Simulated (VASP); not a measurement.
A convergence study with VASP on BeO (wurtzite): one setting is varied, all else stays as given below, so the limit is that of these other settings.

```yaml
crystal:
  lattice:
    - [1.35000, -2.33827, 0.00000]
    - [1.35000, 2.33827, 0.00000]
    - [0.00000, 0.00000, 4.38000]
  atoms:
    - { symbol: Be, position: [0.66667, 0.33333, 0.50000] }
    - { symbol: Be, position: [0.33333, 0.66667, 0.00000] }
    - { symbol: O, position: [0.66667, 0.33333, 0.87800] }
    - { symbol: O, position: [0.33333, 0.66667, 0.37800] }
```

The numbers are results of PBE GGA, VASP's PBE PAW potentials (set 64) (plane waves; VASP), not measurements. The tightest run used: 700 eV cut-off, 18×18×11 Γ-centred mesh, Gaussian smearing of 0.050 eV, potentials Be O.

```tsv
setting	E (eV/atom)	pressure (GPa)	largest force (eV/Å)	irreducible k-points
1×1×1 mesh	-3.6028	73.24	1.697	1
2×2×1 mesh	-6.9409	5.28	0.798	2
3×3×2 mesh	-7.0942	3.53	0.079	6
```

Problem. These are the cheaper rows. Estimate the results at 18×18×11 mesh, and how far the last row shown lies from them.

Solution. 
```csv
quantity,tightest run,last row shown is off by
E (eV/atom),-7.1181,0.0239
pressure (GPa),3.06,0.47
largest force (eV/Å),0.005,0.073
```

Left out are rungs that failed or repeat a setting and relaxations that didn't move; long series are thinned to 24 rows.

The compound is BeO in the wurtzite structure. The cell was not relaxed at this level, forces remain on its atoms.
